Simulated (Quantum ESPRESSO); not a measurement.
A calculation with Quantum ESPRESSO 7.5 of WC (Qusongite) (ASE script, Cartesian positions):

run.py

```python
import numpy as np
from ase.calculators.espresso import Espresso, EspressoProfile
from ase.io import read

atoms = read('WC.xyz')

input_data = {
    'control': {'calculation': 'scf', 'prefix': 'pwscf', 'outdir': './tmp', 'tprnfor': True, 'tstress': True, 'disk_io': 'nowf'},
    'system': {'ecutwfc': 56.0, 'ecutrho': 448.0, 'nbnd': 15, 'occupations': 'smearing', 'smearing': 'fd', 'degauss': 0.00367493},
    'electrons': {'conv_thr': 4e-10, 'electron_maxstep': 120, 'mixing_beta': 0.5},
}
pseudopotentials = {'W': 'w_pbesol_v1.2.uspp.F.UPF', 'C': 'c_pbesol_v1.2.uspp.F.UPF'}
profile = EspressoProfile(command='mpirun -n 2 pw.x -nk 2', pseudo_dir='pseudo')
dft = Espresso(profile=profile, input_data=input_data, pseudopotentials=pseudopotentials, kpts=(10, 10, 9), koffset=(0, 0, 0))
atoms.calc = dft

print(f'energy {atoms.get_potential_energy():.8f} eV')
print('forces (eV/A)')
print(np.round(atoms.get_forces(), 6))
print('stress (eV/A^3, Voigt)')
print(np.round(atoms.get_stress(), 8))
print(f'Fermi level {dft.get_fermi_level():.4f} eV')
```

Contents of WC.xyz:

```xyz
2
Lattice="2.9065000000 0.0000000000 0.0000000000 -1.4532500000 2.5171028361 0.0000000000 0.0000000000 0.0000000000 2.8366000000" Properties=species:S:1:pos:R:3 pbc="T T T"
W      0.0000000000      0.0000000000      0.0000000000
C      1.4532500001      0.8390342786      1.4183000000
```

Potentials or basis: GBRV 1.5 PBEsol.

Command:

```console
$ OMP_NUM_THREADS=1 python run.py
```

Question: Write the same calculation in another form: native input, structure typed inline.

Answer: As run:

pw.in

```
&CONTROL
  calculation = 'scf'
  prefix = 'pwscf'
  outdir = './tmp'
  pseudo_dir = './pseudo'
  tprnfor = .true.
  tstress = .true.
  disk_io = 'low'
/
&SYSTEM
  ibrav = 0
  celldm(1) = 8
  nat = 2
  ntyp = 2
  ecutwfc = 56
  ecutrho = 448
  nbnd = 15
  occupations = 'smearing'
  smearing = 'fd'
  degauss = 0.00367493
/
&ELECTRONS
  conv_thr = 4d-10
  electron_maxstep = 120
  mixing_beta = 0.5
/
ATOMIC_SPECIES
W    183.8400 w_pbesol_v1.2.uspp.F.UPF
C     12.0110 c_pbesol_v1.2.uspp.F.UPF
CELL_PARAMETERS alat
  0.6865611226531   0.0000000000000   0.0000000000000
 -0.3432805613266   0.5945793734685   0.0000000000000
  0.0000000000000   0.0000000000000   0.6700496406392
ATOMIC_POSITIONS crystal
W      0.0000000000    0.0000000000    0.0000000000
C      0.6666666667    0.3333333333    0.5000000000
K_POINTS automatic
10 10 9 0 0 0
```

The input pp_density.in:

```
&INPUTPP
  prefix = 'pwscf'
  outdir = './tmp'
  filplot = 'density.dat'
  plot_num = 0
/
&PLOT
  nfile = 1
  filepp(1) = 'density.dat'
  iflag = 3
  output_format = 6
  fileout = 'density.cube'
/
```

pp_potential.in

```
&INPUTPP
  prefix = 'pwscf'
  outdir = './tmp'
  filplot = 'potential.dat'
  plot_num = 11
/
&PLOT
  nfile = 1
  filepp(1) = 'potential.dat'
  iflag = 3
  output_format = 6
  fileout = 'potential.cube'
/
```

Potentials or basis: GBRV 1.5 PBEsol.

The run is started by

```console
$ OMP_NUM_THREADS=1 mpirun -n 2 pw.x -nk 2 -in pw.in > pw.out
$ OMP_NUM_THREADS=1 mpirun -n 1 pp.x -in pp_density.in > pp_density.out
$ OMP_NUM_THREADS=1 mpirun -n 1 pp.x -in pp_potential.in > pp_potential.out
```

Both were run:

|  | ASE script, Cartesian positions | native input, structure typed inline |
| --- | --- | --- |
| Pressure | -2.6 GPa | -2.6 GPa |
| Band gap on the k mesh | none (metal or under the smearing width) | none (metal or under the smearing width) |

Keys that steer only the numerical path or the files written may differ.
